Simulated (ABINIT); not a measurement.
# HfN (P6_3/mmc) in ABINIT: equation of state

How stiff is HfN in PBE, and what volume does it want? The cell is scaled to several volumes.

Program: ABINIT 10.8.3 (patched build). These are calculated values, not measurements. Logs are shortened: lines on timing, memory, paths and dates and some standing lists are left out, and cuts for length are marked. The log counts tension as positive stress, the text compression.

### 1 Starting point

Symmetry: P6_3/mmc, No. 194, hexagonal system. The conventional cell has a = 3.134 Å, b = 3.134 Å, c = 5.417 Å, α = 90.00°, β = 90.00°, γ = 120.00°. Hf (site symmetry -6m2) has 6 N at 2.26 Å as nearest neighbours. N (site symmetry -3m) has 6 Hf at 2.26 Å as nearest neighbours.

The cell comes from a database or a generator and needn't be the stable form of this composition.

### 2 Equation of state, PBE

Contents of run.abi:

```
# Datasets: one volume each
ndtset 7
getwfk -1
scalecart1 3*0.9795861087
scalecart2 3*0.9864848297
scalecart3 3*0.9932883884
scalecart4 3*1.0000000000
scalecart5 3*1.0066227096
scalecart6 3*1.0131594038
scalecart7 3*1.0196128224

# Pseudopotentials
pp_dirpath "./"
pseudos "Hf.GGA_PBE-JTH.xml, N.GGA_PBE-JTH.xml"

# Structure
acell 3*1.0 Angstrom
rprim
     3.1339080219     0.0000000000     0.0000000000
    -1.5669540110     2.7140439601     0.0000000000
     0.0000000000     0.0000000000     5.4167677200
ntypat 2
znucl 72 7
natom 4
typat 1 1 2 2
xred
     0.3333333333     0.6666666667     0.2500000000
     0.6666666667     0.3333333333     0.7500000000
     0.0000000000     0.0000000000     0.5000000000
     0.0000000000     0.0000000000     0.0000000000

# Plane-wave basis
ecut 26.0
pawecutdg 48.0

# k points
kptopt 1
ngkpt 10 10 5
nshiftk 1
shiftk 0.0 0.0 0.0

# Exchange and correlation
ixc 11

# Bands and occupations
nband 21
occopt 3
tsmear 0.05 eV

# SCF cycle
nstep 100
tolvrs 1.0e-9

# Output
iomode 3
prtwf 1
prtden 0
prteig 0
prtebands 0
enunit 1
```

Potentials or basis: JTH PAW PBE v2.0.

Started as:

```console
$ abinit run.abi > log 2>&1
```

run.abo:

```text
.Version 10.8.3 of ABINIT
 DATASET    1 : space group P6_3/m m c (#194); Bravais hP (primitive hexag.)
================================================================================
 Values of the parameters that define the memory need for DATASET  1.
     intxc =       0    ionmov =       0      iscf =      17    lmnmax =      18
     lnmax =       6     mgfft =      48  mpssoang =       3    mqgrid =    3128
     natom =       4  nloc_mem =       2    nspden =       1   nspinor =       1
    nsppol =       1      nsym =      24    n1xccc =       1    ntypat =       2
    occopt =       3   xclevel =       2
       mpw =        1873          nfft =       43200          nkpt =          42
 PAW method is used; the additional fine FFT grid is defined by:
   mgfftf=        64    nfftf =    102400
================================================================================
================================================================================
[... 71 lines left out ...]
 DATASET    7 : space group P6_3/m m c (#194); Bravais hP (primitive hexag.)
================================================================================
 Values of the parameters that define the memory need for DATASET  7.
     intxc =       0    ionmov =       0      iscf =      17    lmnmax =      18
     lnmax =       6     mgfft =      48  mpssoang =       3    mqgrid =    3256
     natom =       4  nloc_mem =       2    nspden =       1   nspinor =       1
    nsppol =       1      nsym =      24    n1xccc =       1    ntypat =       2
    occopt =       3   xclevel =       2
       mpw =        2097          nfft =       43200          nkpt =          42
 PAW method is used; the additional fine FFT grid is defined by:
   mgfftf=        72    nfftf =    115200
================================================================================
================================================================================

--------------------------------------------------------------------------------
------------- Echo of variables that govern the present computation ------------
--------------------------------------------------------------------------------
 -outvars: echo values of preprocessed input variables --------
            acell      1.8897261259E+00  1.8897261259E+00  1.8897261259E+00 Bohr
              amu      1.78490000E+02  1.40067400E+01
             ecut      2.60000000E+01 Hartree
           enunit           1
           getwfk          -1
              ixc          11
           jdtset        1    2    3    4    5    6    7
         kptrlatt       10    0    0      0   10    0      0    0    5
          kptrlen1     5.01362333E+01
          kptrlen2     5.04893170E+01
          kptrlen3     5.08375301E+01
          kptrlen4     5.11810374E+01
          kptrlen5     5.15199945E+01
          kptrlen6     5.18545493E+01
          kptrlen7     5.21848420E+01
            natom           4
            nband          21
           ndtset           7
            ngfft          30      30      48
          ngfftdg1         40      40      64
          ngfftdg2         40      40      64
          ngfftdg3         40      40      64
          ngfftdg4         40      40      64
          ngfftdg5         40      40      72
          ngfftdg6         40      40      72
          ngfftdg7         40      40      72
             nkpt          42
            nstep         100
             nsym          24
           ntypat           2
           occopt           3
        pawecutdg      4.80000000E+01 Hartree
         pawxcdev           0
           prtden           0
        prtebands           0
           prteig           0
            rprim1     3.0699327642E+00  0.0000000000E+00  0.0000000000E+00
                      -1.5349663821E+00  2.6586397617E+00  0.0000000000E+00
                       0.0000000000E+00  0.0000000000E+00  5.3061904126E+00
            rprim2     3.0915527213E+00  0.0000000000E+00  0.0000000000E+00
                      -1.5457763607E+00  2.6773631938E+00  0.0000000000E+00
                       0.0000000000E+00  0.0000000000E+00  5.3435591818E+00
            rprim3     3.1128744485E+00  0.0000000000E+00  0.0000000000E+00
                      -1.5564372243E+00  2.6958283512E+00  0.0000000000E+00
                       0.0000000000E+00  0.0000000000E+00  5.3804124789E+00
            rprim4     3.1339080219E+00  0.0000000000E+00  0.0000000000E+00
                      -1.5669540110E+00  2.7140439601E+00  0.0000000000E+00
                       0.0000000000E+00  0.0000000000E+00  5.4167677200E+00
            rprim5     3.1546629846E+00  0.0000000000E+00  0.0000000000E+00
                      -1.5773314924E+00  2.7320182851E+00  0.0000000000E+00
                       0.0000000000E+00  0.0000000000E+00  5.4526413996E+00
            rprim6     3.1751483830E+00  0.0000000000E+00  0.0000000000E+00
                      -1.5875741916E+00  2.7497591605E+00  0.0000000000E+00
                       0.0000000000E+00  0.0000000000E+00  5.4880491537E+00
            rprim7     3.1953728034E+00  0.0000000000E+00  0.0000000000E+00
                      -1.5976864017E+00  2.7672740223E+00  0.0000000000E+00
                       0.0000000000E+00  0.0000000000E+00  5.5230058233E+00
          spgroup         194
           tolvrs      1.00000000E-09
           tsmear      1.83746611E-03 Hartree
            typat      1  1  2  2
           useylm           1
           xangst1    -3.2652891813E-11  1.7724265078E+00  1.3265476031E+00
                       1.5349663821E+00  8.8621325391E-01  3.9796428094E+00
                      -1.7041550194E-16  9.8389435921E-17  2.6530952063E+00
                      -1.7041550194E-16  9.8389435921E-17  1.4727636923E-16
           xangst2    -3.2883078964E-11  1.7849087959E+00  1.3358897954E+00
                       1.5457763606E+00  8.9245439793E-01  4.0076693863E+00
                       5.7205216885E-17 -9.9082342101E-17  2.6717795909E+00
                       5.7205216885E-17 -9.9082342101E-17  0.0000000000E+00
           xangst3    -3.3109741048E-11  1.7972189008E+00  1.3451031197E+00
                       1.5564372242E+00  8.9860945039E-01  4.0353093592E+00
                       0.0000000000E+00  0.0000000000E+00  2.6902062395E+00
                       0.0000000000E+00  0.0000000000E+00  0.0000000000E+00
           xangst4    -3.3333308903E-11  1.8093626401E+00  1.3541919300E+00
                       1.5669540109E+00  9.0468132003E-01  4.0625757900E+00
                       0.0000000000E+00  0.0000000000E+00  2.7083838600E+00
                       0.0000000000E+00  0.0000000000E+00  0.0000000000E+00
           xangst5    -3.3554056699E-11  1.8213455234E+00  1.3631603499E+00
                       1.5773314923E+00  9.1067276170E-01  4.0894810497E+00
                      -2.9186495670E-17 -5.0552493397E-17  2.7263206998E+00
                      -2.9186495670E-17 -5.0552493397E-17  0.0000000000E+00
           xangst6    -3.3772062772E-11  1.8331727737E+00  1.3720122884E+00
                       1.5875741915E+00  9.1658638683E-01  4.1160368653E+00
[... 16 lines left out ...]
                       0.0000000000E+00  0.0000000000E+00  5.0837530148E+00
                       0.0000000000E+00  0.0000000000E+00  0.0000000000E+00
            xcart4    -6.2990824697E-11  3.4191998522E+00  2.5590518696E+00
                       2.9611139326E+00  1.7095999261E+00  7.6771556088E+00
                       0.0000000000E+00  0.0000000000E+00  5.1181037392E+00
                       0.0000000000E+00  0.0000000000E+00  0.0000000000E+00
            xcart5    -6.3407977575E-11  3.4418442199E+00  2.5759997270E+00
                       2.9807245302E+00  1.7209221099E+00  7.7279991810E+00
                      -5.5154483391E-17 -9.5530367502E-17  5.1519994540E+00
                      -5.5154483391E-17 -9.5530367502E-17  0.0000000000E+00
            xcart6    -6.3819949346E-11  3.4641944837E+00  2.5927274665E+00
                       3.0000804265E+00  1.7320972419E+00  7.7781823995E+00
                      -5.5512639421E-16  0.0000000000E+00  5.1854549330E+00
                      -5.5512639421E-16  0.0000000000E+00  0.0000000000E+00
            xcart7    -6.4226443953E-11  3.4862600116E+00  2.6092420994E+00
                       3.0191897342E+00  1.7431300058E+00  7.8277262983E+00
                       2.2346493058E-16  0.0000000000E+00  5.2184841989E+00
                       2.2346493058E-16  0.0000000000E+00  0.0000000000E+00
             xred      3.3333333333E-01  6.6666666667E-01  2.5000000000E-01
                       6.6666666667E-01  3.3333333333E-01  7.5000000000E-01
                      -3.7007434154E-17  3.7007434154E-17  5.0000000000E-01
                      -3.7007434154E-17  3.7007434154E-17  2.7755575616E-17
            znucl       72.00000    7.00000

================================================================================

 chkinp: Checking input parameters for consistency, jdtset=   1.

 chkinp: Checking input parameters for consistency, jdtset=   2.

 chkinp: Checking input parameters for consistency, jdtset=   3.

 chkinp: Checking input parameters for consistency, jdtset=   4.
[... 48 lines left out ...]
- pspini: atom type   2  psp file is ./N.GGA_PBE-JTH.xml
 Pseudopotential format is: paw10
 basis_size (lnmax)=  4 (lmn_size=  8), orbitals=   0   0   1   1
 Spheres core radius: rc_sph= 1.20497474
 Shapefunction is SIN type: shapef(r)=[sin(pi*r/rshp)/(pi*r/rshp)]**2
 Radius for shape functions =  1.00243812
 Compensation charge density is not taken into account in XC energy/potential

   6.52269407E+03                                ecore*ucvol(ha*bohr**3)
--------------------------------------------------------------------------------

[... 7 lines left out ...]

     iter   Etot(hartree)      deltaE(h)  residm     nres2
 ETOT  1  -117.69490121979    -1.177E+02 2.910E+00 2.079E+00
 ETOT  2  -120.49015062008    -2.795E+00 7.233E-02 5.303E+01
 ETOT  3  -120.47362632550     1.652E-02 2.125E-02 4.545E+01
 ETOT  4  -120.36322010498     1.104E-01 1.768E-02 4.309E-01
 ETOT  5  -120.38057112582    -1.735E-02 5.737E-03 4.696E+00
 ETOT  6  -120.36926556236     1.131E-02 6.092E-03 4.194E-01
 ETOT  7  -120.37008567537    -8.201E-04 5.006E-03 4.011E-02
 ETOT  8  -120.37009964182    -1.397E-05 4.656E-03 2.153E-03
 ETOT  9  -120.37010089079    -1.249E-06 3.628E-03 6.570E-04
 ETOT 10  -120.37009993882     9.520E-07 3.019E-03 1.893E-04
 ETOT 11  -120.37009965430     2.845E-07 1.715E-03 6.251E-05
[... 1428 lines left out ...]
 Cartesian components of stress tensor (hartree/bohr^3)
  sigma(1 1)=  3.43267507E-04  sigma(3 2)=  0.00000000E+00
  sigma(2 2)=  3.43267506E-04  sigma(3 1)=  0.00000000E+00
  sigma(3 3)=  3.51338271E-04  sigma(2 1)=  1.11265488E-12

-Cartesian components of stress tensor (GPa)         [Pressure= -1.0178E+01 GPa]
- sigma(1 1)=  1.00992787E+01  sigma(3 2)=  0.00000000E+00
- sigma(2 2)=  1.00992787E+01  sigma(3 1)=  0.00000000E+00
- sigma(3 3)=  1.03367288E+01  sigma(2 1)=  3.27354367E-08

== END DATASET(S) ==============================================================
================================================================================

 -outvars: echo values of variables after computation  --------
            acell      1.8897261259E+00  1.8897261259E+00  1.8897261259E+00 Bohr
           etotal1    -1.2037009953E+02
           etotal2    -1.2037448507E+02
           etotal3    -1.2037739624E+02
           etotal4    -1.2037897293E+02
           etotal5    -1.2037934317E+02
           etotal6    -1.2037864549E+02
           etotal7    -1.2037697812E+02
            fcart1     1.7405346439E-28  7.3692530652E-29  1.0489564851E-31
                      -1.5084633581E-28 -1.1388845646E-28 -1.0489564851E-31
                      -1.1603564293E-29  2.0097962904E-29 -0.0000000000E+00
                      -1.1603564293E-29  2.0097962904E-29 -0.0000000000E+00
            fcart2     1.5447241406E-28  8.4195336565E-29 -0.0000000000E+00
                      -3.4207177939E-29 -1.4760170114E-29 -0.0000000000E+00
                      -6.0132618061E-29 -3.4717583226E-29 -0.0000000000E+00
                      -6.0132618061E-29 -3.4717583226E-29 -0.0000000000E+00
            fcart3    -2.8751780395E-28  9.8277707950E-29 -0.0000000000E+00
                       2.1599596217E-28 -3.5099181412E-28 -0.0000000000E+00
                       3.5760920889E-29  1.2635705309E-28 -0.0000000000E+00
                       3.5760920889E-29  1.2635705309E-28 -0.0000000000E+00
            fcart4     1.5913366550E-28 -6.4313105228E-28 -0.0000000000E+00
                      -6.8200142357E-29  3.8062858196E-28 -0.0000000000E+00
                      -4.5466761571E-29  1.3125123516E-28 -0.0000000000E+00
[... 58 lines left out ...]
                       0.0000000000E+00  0.0000000000E+00  2.6902062395E+00
                       0.0000000000E+00  0.0000000000E+00  0.0000000000E+00
           xangst4    -3.3333308903E-11  1.8093626401E+00  1.3541919300E+00
                       1.5669540109E+00  9.0468132003E-01  4.0625757900E+00
                       0.0000000000E+00  0.0000000000E+00  2.7083838600E+00
                       0.0000000000E+00  0.0000000000E+00  0.0000000000E+00
           xangst5    -3.3554056699E-11  1.8213455234E+00  1.3631603499E+00
                       1.5773314923E+00  9.1067276170E-01  4.0894810497E+00
                      -2.9186495670E-17 -5.0552493397E-17  2.7263206998E+00
                      -2.9186495670E-17 -5.0552493397E-17  0.0000000000E+00
           xangst6    -3.3772062772E-11  1.8331727737E+00  1.3720122884E+00
                       1.5875741915E+00  9.1658638683E-01  4.1160368653E+00
                      -2.9376023679E-16  0.0000000000E+00  2.7440245769E+00
                      -2.9376023679E-16  0.0000000000E+00  0.0000000000E+00
           xangst7    -3.3987170454E-11  1.8448493482E+00  1.3807514558E+00
                       1.5976864017E+00  9.2242467409E-01  4.1422543675E+00
                       1.1825254862E-16  0.0000000000E+00  2.7615029116E+00
                       1.1825254862E-16  0.0000000000E+00  0.0000000000E+00
             xred      3.3333333333E-01  6.6666666667E-01  2.5000000000E-01
                       6.6666666667E-01  3.3333333333E-01  7.5000000000E-01
                      -3.7007434154E-17  3.7007434154E-17  5.0000000000E-01
                      -3.7007434154E-17  3.7007434154E-17  2.7755575616E-17
 Calculation completed.
```

Run time: 7.1 min. Hardware: 1 thread of Arm Neoverse V1, shared host; peak memory 0.22 GiB.

Results:

| Item | Value |
| --- | --- |
| Equilibrium volume | 11.71 Å³/atom |
| Bulk modulus at fixed shape and positions | 263 GPa |
| Pressure derivative of the bulk modulus | 4.4 |

Energy against volume, from the lowest point:
| volume (Å³/atom) | energy (meV/atom) |
| --- | --- |
| 10.827 | 62.88 |
| 11.057 | 33.05 |
| 11.288 | 13.24 |
| 11.518 | 2.52 |
| 11.749 | 0.00 |
| 11.979 | 4.75 |
| 12.209 | 16.09 |

Caveat: pressures at fixed basis lie under the slope of the energies; the cell was scaled at fixed shape and fractional positions, which overstates the stiffness of a crystal with free parameters, most of all of layers and chains. The run has no spin-orbit coupling, so splittings on Hf are missing.
